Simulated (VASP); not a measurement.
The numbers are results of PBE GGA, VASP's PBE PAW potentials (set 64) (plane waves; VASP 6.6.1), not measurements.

A VASP calculation is set up with these files.

**KPOINTS**
```
Automatic
0
gamma
 7 7 7
```

File POSCAR:
```
AlSb
1
    0.0000000000     3.1314000000     3.1314000000
    3.1314000000     0.0000000000     3.1314000000
    3.1314000000     3.1314000000     0.0000000000
Al Sb
1 1
Direct
  0.0000000000   0.0000000000   0.0000000000
  0.2500000000   0.2500000000   0.2500000000
```

### INCAR
```
! general
SYSTEM =AlSb
PREC   =Accurate
ENCUT  =400
LREAL  =.FALSE.   ! projection in real space or not
LASPH  =.TRUE.

! electronic loop
EDIFF  =1E-2   ! SCF stop (eV)
NELM   =100
ALGO   =Normal
LMAXMIX=4   ! l cut-off of mixed one-centre charges

! smearing
ISMEAR =0   ! Gaussian
SIGMA  =0.05   ! width (eV)

! functional
GGA    =PE

! ions
ISIF   =2

! output
LWAVE  =.FALSE.
LCHARG =.FALSE.
```

POTCAR, in this order: Al Sb (PBE.64 set). Program: vasp_std.

The resulting files:

OSZICAR:
```
       N       E                     dE             d eps       ncg     rms          rms(c)
DAV:   1     0.103901907851E+02    0.10390E+02   -0.22487E+03   320   0.554E+02
DAV:   2    -0.785105882999E+01   -0.18241E+02   -0.17515E+02   432   0.778E+01
DAV:   3    -0.827894241371E+01   -0.42788E+00   -0.42788E+00   416   0.143E+01
DAV:   4    -0.828162645291E+01   -0.26840E-02   -0.26840E-02   480   0.135E+00
DAV:   5    -0.828163315156E+01   -0.66987E-05   -0.66987E-05   352   0.650E-02    0.325E+00
DAV:   6    -0.822325882518E+01    0.58374E-01   -0.92863E-02   344   0.144E+00    0.200E+00
DAV:   7    -0.820618100934E+01    0.17078E-01   -0.82027E-02   336   0.152E+00    0.405E-01
DAV:   8    -0.820692161698E+01   -0.74061E-03   -0.64370E-03   160   0.468E-01
   1 F= -.82069216E+01 E0= -.82069216E+01  d E =-.674197E-15
```

**OUTCAR**
```
------------------------ aborting loop because EDIFF is reached ----------------------------------------
  FORCE on cell =-STRESS in cart. coord.  units (eV):
  Direction    XX          YY          ZZ          XY          YZ          ZX
  --------------------------------------------------------------------------------------
  Total       -0.3104166     -0.3104166     -0.3104166      0.0000000      0.0000000     -0.0000000
  in kB       -8.0985996     -8.0985996     -8.0985996      0.0000000      0.0000000     -0.0000000
  external PRESSURE =      -8.0985996 kB  Pullay stress =       0.0000000 kB
  volume of cell :       61.41
      direct lattice vectors                 reciprocal lattice vectors
     0.000000000  3.131400000  3.131400000    -0.159672990  0.159672990  0.159672990
     3.131400000  0.000000000  3.131400000     0.159672990 -0.159672990  0.159672990
     3.131400000  3.131400000  0.000000000     0.159672990  0.159672990 -0.159672990
 POSITION                                       TOTAL-FORCE (eV/Angst)
 -----------------------------------------------------------------------------------
      0.00000      0.00000      0.00000         0.000000      0.000000     -0.000000
      1.56570      1.56570      1.56570        -0.000000     -0.000000      0.000000
 -----------------------------------------------------------------------------------
    total drift:                               -0.000000     -0.000000     -0.000000
  FREE ENERGIE OF THE ION-ELECTRON SYSTEM (eV)
  ---------------------------------------------------
  free  energy   TOTEN  =        -8.2069216170 eV

  energy  without entropy=       -8.2069216170  energy(sigma->0) =       -8.20692162
```
(Selected blocks of OUTCAR.)

The compound is AlSb in the zinc blende structure. The cell was not relaxed at this level. The run is one of a series of settings (EDIFF = 1E-2 against the base run), some of them coarse on purpose.
